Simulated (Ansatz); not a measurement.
**Structure relaxation of Au**

Method: DFT PBE, scalar-relativistic, plane waves, PAW in Ansatz 0.2.0. Cutoff 420 eV, Γ-centred k mesh, Gaussian smearing, no spin polarisation in the final step.

The start puts Au on the black phosphorus structure type (Cmce, No. 64), at a guessed volume.

```xyz
4
Lattice="1.6535 -5.2451 0.0000 1.6535 5.2451 0.0000 0.0000 0.0000 4.3759" Properties=species:S:1:pos:R:3 pbc="T T T"
Au    1.6535    4.2171    3.9821
Au    1.6535   -1.0280    2.5818
Au    1.6535   -4.2171    0.3938
Au    1.6535    1.0280    1.7941
```

Cell and atoms relax at zero pressure; the relaxation can't lower the symmetry of the start. After a coarse first stage the cell is made exact in the group found at 0.06 Å.

Energies count from the standard state of Au at the same level.

Question: What does it relax into?

Answer: It ends in Fmmm (No. 69). Conventional cell: a = 2.843 Å, b = 4.933 Å, c = 10.745 Å. Au is coordinated by 9 Au at 2.80–2.94 Å.

Space group Fmmm (No. 69). a = 2.843 Å, b = 4.933 Å, c = 10.745 Å, α = 90.00°, β = 90.00°, γ = 90.00°
```
atom site symmetry x y z
  Au    8i mm2  0.5000  0.0000  0.6303
```

Question: What are its volume, energy, density and gap?

Answer: The volume per atom is 18.84 Å³. The density is 17.36 g/cm³. The energy over the standard structure is 0.05 eV/atom. The gap on the 24×24×24 mesh is 0 eV (a metal).

The final run used a 24×24×24 mesh on its 2-atom cell and 0.10 eV smearing. The k mesh leaves about 4 meV/atom of noise in metals. Spin–orbit coupling is left out. Symmetry constrained the relaxation, so the result can be a saddle point.

This form isn't the element's structure at ambient conditions.